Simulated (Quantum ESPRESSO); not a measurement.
# NiO: zone-centre phonons under several settings

```
Ni O
1.0
     0.00000    2.08590    2.08590
     2.08590    0.00000    2.08590
     2.08590    2.08590    0.00000
Ni O
1 1
Direct
  0.00000 0.00000 0.00000
  0.50000 0.50000 0.50000
```

All runs used Quantum ESPRESSO 7.5; potentials PseudoDojo 0.4.1 SR PBE standard; k mesh 6 × 6 × 6, shifted; given cell, atoms relaxed; collinear spin, ferromagnetic start; cutoff 1333 eV; occupations fermi-dirac, width 0.05 eV.

| level | pressure (GPa) | lowest optical mode without the field (cm⁻¹) |
| --- | --- | --- |
| vdW-DF-cx | ? | ? |
| PBE | -2.2 | 299 |

Q: What stands in the row left open?

A: Pressure -10.9 GPa; lowest optical mode without the field 662i cm⁻¹.

Values marked i are imaginary: the cell is unstable against those modes at that level, or the meshes are too thin.

Caveats: all runs use coarse meshes; the mesh is thin for the phonons of a metal; the potentials were made for another functional, which shifts forces and pressure (some runs); some modes are imaginary (some runs); the cell is more than 3 GPa from zero pressure, which shifts response properties (some runs); before the sum rule the acoustic modes lie tens of cm⁻¹ from zero, a sign that the density grid also shifts the optical modes (some runs).

For the row left open. Caveat: the k mesh is coarse (spacing up to 0.43 Å⁻¹), so the values aren't converged; the mesh is thin for the phonons of a metal; the potentials were made for another functional, which shifts forces and pressure; some modes are imaginary; the cell is more than 3 GPa from zero pressure, which shifts response properties; before the sum rule the acoustic modes lie tens of cm⁻¹ from zero, a sign that the density grid also shifts the optical modes.
